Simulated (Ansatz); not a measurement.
Runs of Ansatz 0.2.0 on Au. The structure is cubic, space group Fm-3m (No. 225). The conventional cell has a = 4.070 Å, b = 4.070 Å, c = 4.070 Å, α = 90.00°, β = 90.00°, γ = 90.00°. Au (site symmetry m-3m) has 12 Au at 2.88 Å as nearest neighbours. 

```csv
task,level,spin,k mesh,cutoff (eV),points for each segment of the path,q mesh,gap on the mesh (eV),V0 of scaled cells (Å³/atom),B0 (GPa)
equation of state,LDA,off,11 × 11 × 11,420,-,-,-,(a),194
equation of state,r2SCAN,off,11 × 11 × 11,500,-,-,-,17.53,156
band structure,PBEsol,"SOC, no magnetisation",11 × 11 × 11,420,14,-,none,-,-
phonons,PBEsol,off,10 × 10 × 10,420,8,2 × 2 × 2,none,-,-
```

Alike in all rows: potentials or basis Ansatz PAW; cell as given; smearing fermi-dirac 0.05 eV.

Task: Fill in the values left out.

Result: (a) 16.58.

Caveats: the PAW data sets come from PBE, with cores solved anew for the run's functional, which leaves a small shift of forces and pressure (some runs); the PAW data sets were made with another functional, which shifts forces and pressure a little (some runs).

A k mesh can miss the band edges, and rows without SOC leave out spin-orbit coupling on Au.

A gap of «none» marks a metal or a gap under the smearing width.

Runs at the PBE level aren't shown here.
